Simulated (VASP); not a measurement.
# PbS (Fm-3m) in VASP: further runs

Runs on PbS. Level: PBE. Tasks: relaxation of cell and atoms.

All numbers are computed with VASP 6.6.1; they aren't measurements. Logs are shortened: lines on timing, memory, paths and dates and some standing lists are left out, and cuts for length are marked.

## (1) The crystal as given

The structure is cubic, space group Fm-3m (No. 225). The conventional cell has a = 5.931 Å, b = 5.931 Å, c = 5.931 Å, α = 90.00°, β = 90.00°, γ = 90.00°. Around Pb (site symmetry m-3m) lie 6 S at 2.97 Å. Around S (site symmetry m-3m) lie 6 Pb at 2.97 Å.

## (2) Relaxation of cell and atoms, PBE

INCAR reads:

```
ALGO     = Normal         # electronic algorithm
EDIFF    = 1E-7           # SCF threshold, eV
EDIFFG   = -0.002         # ionic threshold
ENCUT    = 900            # plane-wave cutoff, eV
GGA      = PE             # functional
IBRION   = 2              # ionic algorithm
ISIF     = 3              # what is computed and relaxed
ISMEAR   = 0              # smearing method
LASPH    = T              # aspherical terms in the spheres
LCHARG   = F              # write CHGCAR
LREAL    = F              # projectors in reciprocal space
LWAVE    = F              # write WAVECAR
NELM     = 60             # most SCF steps
NSW      = 80             # ionic steps
PREC     = Accurate       # precision mode
SIGMA    = 0.02           # smearing width, eV
```

KPOINTS reads:

```
k-points
0
Gamma
  10 10 10
```

POSCAR reads:

```
PbS
1.0
    0.0000000000      2.9657500000      2.9657500000
    2.9657500000      0.0000000000      2.9657500000
    2.9657500000      2.9657500000      0.0000000000
Pb S
1 1
Direct
    0.0000000000      0.0000000000      0.0000000000
    0.5000000000      0.5000000000      0.5000000000
```

Potentials or basis: VASP PAW PBE potentials, release 64 (Pb_d, S_h).

Run with:

```
cat potpaw_PBE.64/Pb_d/POTCAR potpaw_PBE.64/S_h/POTCAR > POTCAR
mpirun -np 1 vasp_std > vasp.out
```

OUTCAR:

```text
EDIFF = 1E-7
   EDIFFG = -0.002
   ENCUT = 900
   GGA = PE
   IBRION = 2
   ISIF = 3
   ISMEAR = 0
   LASPH = T
   LREAL = F
   NELM = 60
   NSW = 80
   PREC = Accurate

 ion  position               nearest neighbor table
   1  0.000  0.000  0.000-   2 2.97   2 2.97   2 2.97   2 2.97   2 2.97   2 2.97
   2  0.500  0.500  0.500-   1 2.97   1 2.97   1 2.97   1 2.97   1 2.97   1 2.97

  LATTYP: Found a face centered cubic cell.
 ALAT       =     5.9315000000

  Lattice vectors:

 A1 = (   0.0000000000,   2.9657500000,   2.9657500000)
 A2 = (   2.9657500000,   0.0000000000,   2.9657500000)
 A3 = (   2.9657500000,   2.9657500000,   0.0000000000)

Analysis of symmetry for initial positions (statically):
=====================================================================
 Subroutine PRICEL returns:
 Original cell was already a primitive cell.

 Routine SETGRP: Setting up the symmetry group for a
 face centered cubic supercell.

 Subroutine GETGRP returns: Found 48 space group operations
 (whereof 48 operations were pure point group operations)
 out of a pool of 48 trial point group operations.

The static configuration has the point symmetry O_h .

Analysis of symmetry for dynamics (positions and initial velocities):
=====================================================================
 Subroutine PRICEL returns:
 Original cell was already a primitive cell.

 Routine SETGRP: Setting up the symmetry group for a
 face centered cubic supercell.

 Subroutine GETGRP returns: Found 48 space group operations
 (whereof 48 operations were pure point group operations)
 out of a pool of 48 trial point group operations.

The dynamic configuration has the point symmetry O_h .

 Subroutine INISYM returns: Found 48 space group operations
 (whereof 48 operations are pure point group operations),
 and found     1 'primitive' translations

----------------------------------------------------------------------------------------

                                     Primitive cell

  volume of cell :      52.1715

  direct lattice vectors                    reciprocal lattice vectors
     0.000000000  2.965750000  2.965750000    -0.168591419  0.168591419  0.168591419
     2.965750000  0.000000000  2.965750000     0.168591419 -0.168591419  0.168591419
     2.965750000  2.965750000  0.000000000     0.168591419  0.168591419 -0.168591419

  length of vectors
     4.194203873  4.194203873  4.194203873     0.292008903  0.292008903  0.292008903

  position of ions in fractional coordinates (direct lattice)
     0.000000000  0.000000000  0.000000000
     0.500000000  0.500000000  0.500000000

  ion indices of the primitive-cell ions
   primitive index   ion index
                 1           1
                 2           2

----------------------------------------------------------------------------------------

 KPOINTS: k-points

Automatic generation of k-mesh.
 Grid dimensions read from file:
 generate k-points for:   10   10   10

 Generating k-lattice:

  Cartesian coordinates                     Fractional coordinates (reciprocal lattice)
    -0.016859142  0.016859142  0.016859142     0.100000000  0.000000000  0.000000000
     0.016859142 -0.016859142  0.016859142     0.000000000  0.100000000  0.000000000
     0.016859142  0.016859142 -0.016859142     0.000000000  0.000000000  0.100000000

  Length of vectors
     0.029200890  0.029200890  0.029200890

  Shift w.r.t. Gamma in fractional coordinates (k-lattice)
     0.000000000  0.000000000  0.000000000

 Subroutine IBZKPT returns following result:
 ===========================================

 Found     47 irreducible k-points:

 Following reciprocal coordinates:
            Coordinates               Weight
  0.000000  0.000000  0.000000      1.000000
  0.100000  0.000000  0.000000      8.000000
  0.200000  0.000000  0.000000      8.000000
  0.300000  0.000000  0.000000      8.000000
  0.400000  0.000000  0.000000      8.000000
  0.500000  0.000000  0.000000      4.000000
[... 16 lines left out ...]
  0.300000  0.300000  0.000000      6.000000
  0.400000  0.300000  0.000000     24.000000
 [... further k-points ...]
   k-points           NKPTS =     47   k-points in BZ     NKDIM =     47   number of bands    NBANDS=     14
   number of dos      NEDOS =    301   number of ions     NIONS =      2
   total plane-waves  NPLWV =  74088
   dimension x,y,z NGX =    42 NGY =   42 NGZ =   42
   dimension x,y,z NGXF=    84 NGYF=   84 NGZF=   84
   ions per type =               1   1
   NGX,Y,Z   is equivalent  to a cutoff of  16.65, 16.65, 16.65 a.u.
   NGXF,Y,Z  is equivalent  to a cutoff of  33.30, 33.30, 33.30 a.u.
 SYSTEM =  unknown system
   PREC   = accura    normal or accurate (medium, high low for compatibility)
   ISTART =      0    job   : 0-new  1-cont  2-samecut
   ICHARG =      2    charge: 1-file 2-atom 10-const
   ISPIN  =      1    spin polarized calculation?
   LNONCOLLINEAR =      F non collinear calculations
   LSORBIT =      F    spin-orbit coupling
   LASPH  =      T    aspherical Exc in radial PAW
   ENCUT  =  900.0 eV  66.15 Ry    8.13 a.u.  10.26 10.26 10.26*2*pi/ulx,y,z
   NELM   =     60;   NELMIN=  2; NELMDL= -5     # of ELM steps
   EDIFF  = 0.1E-06   stopping-criterion for ELM
   LREAL  =      F    real-space projection
   EDIFFG = -.2E-02   stopping-criterion for IOM
   NSW    =     80    number of steps for IOM
   IBRION =      2    ionic relax: 0-MD 1-quasi-New 2-CG
   NFREE  =      1    steps in history (QN), initial steepest desc. (CG)
   ISIF   =      3    stress and relaxation
   ISYM   =      2    0-nonsym 1-usesym 2-fastsym
   POTIM  = 0.5000    time-step for ionic-motion
   TEBEG  =    0.0;   TEEND  =   0.0 temperature during run
   PSTRESS=    0.0 pullay stress
   NELECT =      20.0000    total number of electrons
   NUPDOWN=      -1.0000    fix difference up-down
   EMIN   =  10.00;   EMAX   =-10.00  energy-range for DOS
   EFERMI =   0.00;   METHOD = LEGACY
   ISMEAR =     0;   SIGMA  =   0.02  broadening in eV -4-tet -1-fermi 0-gaus
   EFERMI_NEDOS =   21; number of points for ismear=-14 and -15
   IALGO  =     38    algorithm
   IMIX   =      4    mixing-type and parameters
     AMIX     =   0.40;   BMIX     =  1.00
     AMIX_MAG =   1.60;   BMIX_MAG =  1.00
  volume/ion in A,a.u.               =      26.09       176.04
  Fermi-wavevector in a.u.,A,eV,Ry     =   1.189251  2.247359 19.242973  1.414319
  Thomas-Fermi vector in A             =   2.325363
   LORBIT       =      0    0 simple, 1 ext, 2 COOP (PROOUT), +10 PAW based schemes
   GGA     = PE    functional components
   LHFCALC =     F    Hartree Fock is set to
   AEXX    =    0.0000 exact exchange contribution
   IVDW    =     0    specifies the selected vdW correction
   LEPSILON=     F    determine dielectric tensor
   LRPA    =     F    only Hartree local field effects (RPA)
 conjugate gradient relaxation of ions
 non-spin polarized calculation
 Gauss-broadening in eV      SIGMA  =   0.02
  energy-cutoff  :      900.00
  volume of cell :       52.17
 maximum number of plane-waves:      3250
 NGX is ok and might be reduce to    42
   NGX = 21   NGY = 21   NGZ = 21

--------------------------------------- Ionic step        1  -------------------------------------------

 number of electron      20.0000001 magnetization

 Free energy of the ion-electron system (eV)
  ---------------------------------------------------
  ext. energy  EPLUGINS =         0.00000000
  ---------------------------------------------------
  free energy    TOTEN  =        -8.75528948 eV

  energy without entropy =       -8.75528948  energy(sigma->0) =       -8.75528948

------------------------ aborting loop because EDIFF is reached ----------------------------------------

  FORCE on cell =-STRESS in cart. coord.  units (eV):
  Direction    XX          YY          ZZ          XY          YZ          ZX
  --------------------------------------------------------------------------------------
  -------------------------------------------------------------------------------------
  Total        0.7251949      0.7251949      0.7251949      0.0000000      0.0000000      0.0000000
  in kB       22.2705905     22.2705905     22.2705905      0.0000000      0.0000000      0.0000000
  external PRESSURE =      22.2705905 kB  Pullay stress =       0.0000000 kB
[... 57 lines left out ...]
  energy  without entropy=       -8.7676228510  energy(sigma->0) =       -8.76762285

--------------------------------------- Ionic step        3  -------------------------------------------

 number of electron      20.0000000 magnetization

 Free energy of the ion-electron system (eV)
  ---------------------------------------------------
  ext. energy  EPLUGINS =         0.00000000
  ---------------------------------------------------
  free energy    TOTEN  =        -8.76917811 eV

  energy without entropy =       -8.76917811  energy(sigma->0) =       -8.76917811

 E-fermi :   5.6203     XC(G=0):  -9.5338

 val. band max:        5.5036299013   @ k =   0.5000   0.0000   0.0000
 cond. band min:       6.0018117615   @ k =   0.5000   0.0000   0.0000
 fundamental gap:      0.4981818603
 Fermi energy:         5.6202775953

 k-point     1 :       0.0000    0.0000    0.0000
  band No.  band energies     occupation
      1     -11.2250      2.00000
      2     -11.2250      2.00000
      3     -11.2250      2.00000
      4     -11.2075      2.00000
      5     -11.2075      2.00000
      6      -7.7131      2.00000
      7      -0.5642      2.00000
      8       3.5593      2.00000
      9       3.5593      2.00000
     10       3.5593      2.00000
     11      10.6399      0.00000
     12      10.6399      0.00000
     13      10.6399      0.00000
     14      12.3519      0.00000
[... 375 lines left out ...]
 k-point    24 :       0.4000    0.3000    0.0000
  band No.  band energies     occupation
      1     -11.2928      2.00000
      2     -11.2389      2.00000
      3     -11.1960      2.00000
      4     -11.1857      2.00000
      5     -11.1810      2.00000
      6      -6.5684      2.00000
      7      -1.9483      2.00000
      8       2.1800      2.00000
      9       2.6589      2.00000
     10       2.8147      2.00000
     11       9.2643      0.00000
     12       9.8087      0.00000
     13      10.3985      0.00000
     14      10.9008      0.00000

 [... further k-points ...]

------------------------ aborting loop because EDIFF is reached ----------------------------------------

  FORCE on cell =-STRESS in cart. coord.  units (eV):
  Direction    XX          YY          ZZ          XY          YZ          ZX
  --------------------------------------------------------------------------------------
  -------------------------------------------------------------------------------------
  Total       -0.0002103     -0.0002103     -0.0002103     -0.0000000     -0.0000000      0.0000000
  in kB       -0.0062131     -0.0062131     -0.0062131     -0.0000000     -0.0000000      0.0000000
  external PRESSURE =      -0.0062131 kB  Pullay stress =       0.0000000 kB
[... 17 lines left out ...]
  FREE ENERGIE OF THE ION-ELECTRON SYSTEM (eV)
  ---------------------------------------------------
  free  energy   TOTEN  =        -8.7691781126 eV

  energy  without entropy=       -8.7691781126  energy(sigma->0) =       -8.76917811

 reached required accuracy - stopping structural energy minimisation
```

Run time: 82 s. Hardware: 1 thread of Intel Xeon 6975P-C (Granite Rapids), shared host; peak memory 0.33 GiB.

Results:

| Quantity | Value |
| --- | --- |
| Free energy | -8.7692 eV |
| Relaxed volume | 27.12 Å³/atom |
| Relaxed cell | a = 4.249 Å, b = 4.249 Å, c = 4.249 Å, α = 60.00°, β = 60.00°, γ = 60.00° |
| Space group after relaxing (to 0.05 Å) | Fm-3m (No. 225) |
| Energy gained by relaxing | 6.9 meV/atom |
| Ionic steps | 3 |
| Pressure after relaxing | 0.0 GPa |
| Band gap on the k mesh | 0.50 eV, direct |

Step by step:
| step | energy change (eV) | largest force (eV/Å) | pressure (GPa) | volume (Å³) |
| --- | --- | --- | --- | --- |
| 1 | 0.0000 | 0.0000 | 2.23 | 52.17 |
| 2 | -0.0123 | 0.0000 | -0.68 | 54.96 |
| 3 | -0.0139 | 0.0000 | 0.00 | 54.23 |

Final structure:
```xyz
2
Lattice="0.0000 3.0043 3.0043 3.0043 0.0000 3.0043 3.0043 3.0043 0.0000" Properties=species:S:1:pos:R:3 pbc="T T T"
Pb    0.0000    0.0000    0.0000
S     3.0043    3.0043    3.0043
```

Caveat: spin-orbit coupling is left out, which as a rule narrows the gap of such compounds by several tenths of an eV. PBE usually gives volumes a little too large and moduli too small.

## (3) Relaxation of cell and atoms, PBE

This run uses another cell than the first one, of 27.12 Å³/atom, 1.040 times its volume.

INCAR is that of step 2.

KPOINTS is that of step 2.

POSCAR reads:

```
PbS                                     
1.0
   -0.0000000000      3.0043109507      3.0043109507
    3.0043109507      0.0000000000      3.0043109507
    3.0043109507      3.0043109507      0.0000000000
  Pb              S             
     1     1
Direct
     0.0000000000000000    0.0000000000000000    0.0000000000000000
     0.5000000000000000    0.5000000000000000    0.5000000000000000
```

Potentials or basis: VASP PAW PBE potentials, release 64 (Pb_d, S_h).

Run with:

```
cat potpaw_PBE.64/Pb_d/POTCAR potpaw_PBE.64/S_h/POTCAR > POTCAR
mpirun -np 1 vasp_std > vasp.out
```

Run time: 38 s. Hardware: 1 thread of Intel Xeon 6975P-C (Granite Rapids), shared host; peak memory 0.3 GiB.

Results (log left out):

```yaml
Free_energy: -8.7694 eV
Pressure_after_relaxing: 0.0 GPa
Band_gap_on_the_k_mesh: 0.50 eV, direct
```

Final structure:
```
Pb S
1.0
     0.00000    3.00431    3.00431
     3.00431    0.00000    3.00431
     3.00431    3.00431    0.00000
Pb S
1 1
Cartesian
  0.0000 0.0000 0.0000
  3.0043 3.0043 3.0043
```

Levels at points of the mesh, in eV from the valence-band top:
```csv
k point,band 7,band 8,band 9,band 10,band 11,band 12,band 13,band 14
"(0.00, 0.00, 0.00)",-6.07,-1.94,-1.94,-1.94,5.14,5.14,5.14,6.85
"(0.50, 0.00, 0.00)",-8.59,-1.58,-1.58,0.00,0.50,2.08,2.08,8.65
"(0.50, 0.50, 0.00)",-7.11,-4.83,-3.15,-3.15,4.06,5.48,5.58,5.58
```

Caveat: the relaxation stopped at its first step, so nothing moved; spin-orbit coupling is left out, which as a rule narrows the gap of such compounds by several tenths of an eV. A k mesh can miss the band edges.
